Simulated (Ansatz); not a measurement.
**Compressing Cs: a fit and a missing row**

Cs, Im-3m, a = 6.010 Å. Ansatz: PBEsol, PAW, 420 eV, Γ-centred 10×10×10 mesh on 1 atom, Gaussian smearing 0.10 eV; no spin polarisation. Symmetry fixes shape and atoms, so the cell is only scaled; pressure is positive in compression.

```tsv
V (Å³/atom)	P (GPa)
95.532	?
98.789	0.22
102.046	0.14
105.302	0.07
108.559	0.00
111.816	-0.06
115.073	-0.11
119.415	-0.16
```

Take V0 = 108.559 Å³/atom, fit the third-order Birch–Murnaghan form to the other rows, and predict the missing pressure.

With the Eulerian strain f = ½[(V0/V)^(2/3) − 1] and y = P/[3f(1 + 2f)^(5/2)], the form is the line y = B0 + 1.5 B0 (B0′ − 4) f. Rows (f, y): 0.03245, 1.93; 0.02105, 2.00; 0.01026, 2.16; -0.00976, 2.15; -0.01905, 2.12; -0.03078, 2.03. Means f = 0.0006950, y = 2.0650; Σ(Δf)² = 0.003004, ΣΔfΔy = -0.005574; the slope is their ratio. y = 2.066 − 1.856 f GPa, so B0 = 2.1 GPa and B0′ = 4 + 2 × (-1.856)/(3 × 2.066) = 3.40. At V = 95.532, f = 0.04448, y = 1.983 and P = 0.33 GPa. The run gave 0.32 GPa, so the fit is 0.01 GPa too high, a small miss on the scale of the series. For so soft a crystal pressures to 0.01 GPa are coarse: rounding alone can shift a y by 0.18 GPa, so B0′ is rough.